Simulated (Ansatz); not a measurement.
The system is Se.

```
Se
1.0
     4.36620    0.00000    0.00000
    -2.18310    3.78124    0.00000
     0.00000    0.00000    4.95360
Se
3
Direct
  0.77460 0.77460 0.00000
  0.00000 0.22540 0.66667
  0.22540 0.00000 0.33333
```

Base run:

| Quantity | Value |
| --- | --- |
| Program | Ansatz 0.2.0 |
| Functional | LDA |
| Potentials or basis | all-electron LAPW, scalar-relativistic |
| Cutoff | 299 eV |
| Density cutoff | 1196 eV |
| Basis error allowed | 0.002 eV/atom |
| k mesh | 7 × 7 × 6 |
| Occupations | fermi-dirac, width 0.05 eV |
| Spin | no spin polarisation |

Its results: band gap on the k mesh 1.10 eV, indirect (least direct gap 1.41 eV); pressure -1.3 GPa; largest force 0.212 eV/Å.

**Question.** After a change of settings the same cell gave: band gap on the k mesh 1.22 eV, indirect (least direct gap 1.49 eV); pressure 2.8 GPa; largest force 0.395 eV/Å. Which change was it?
A. functional from LDA to PBEsol; basis error allowed from 0.002 eV/atom to 0.001 eV/atom
B. functional from LDA to PBEsol
C. functional from LDA to PBEsol; k mesh from 7 × 7 × 6 to 5 × 5 × 4
D. functional from LDA to PBE

**Answer.** D.

PBE binds less tightly than LDA, so the same cell stands under more pressure.

Caveats: the mesh misses the band edges, which the band path finds closer together.

Not every run made on this cell is shown here.
